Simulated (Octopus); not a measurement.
**MgS (Niningerite): single point with PBE**

Crystal: MgS (Niningerite).

```
CELL_PARAMETERS angstrom
0.00000 2.60165 2.60165
2.60165 0.00000 2.60165
2.60165 2.60165 0.00000
ATOMIC_POSITIONS crystal
S 0.50000 0.50000 0.50000
Mg 0.00000 0.00000 0.00000
```

- Program: Octopus 16.4
- Task: single point
- Functional: PBE
- Potentials or basis: pseudodojo_pbe (PseudoDojo 0.5, PBE)
- Grid spacing: 0.131 Å
- k mesh: 9 × 9 × 9
- Occupations: fermi-dirac, width 0.05 eV
- Spin: no spin polarisation

```yaml
Band_gap_on_the_k_mesh: 2.91 eV, indirect (least direct gap 3.71 eV)
```

Levels at points of the mesh, in eV from the valence-band top:
| k point | band 5 | band 6 | band 7 | band 8 | band 9 | band 10 | band 11 | band 12 |
| --- | --- | --- | --- | --- | --- | --- | --- | --- |
| (0.00, 0.00, 0.00) | -12.66 | 0.00 | 0.00 | 0.00 | 3.71 | 7.95 | 7.95 | 7.96 |

It took 2.9 min on 1 thread of Arm Neoverse V2, with other jobs on the host, peak memory 0.68 GiB.

Caveat: an odd mesh through Γ misses points on the zone boundary, where band edges often lie.
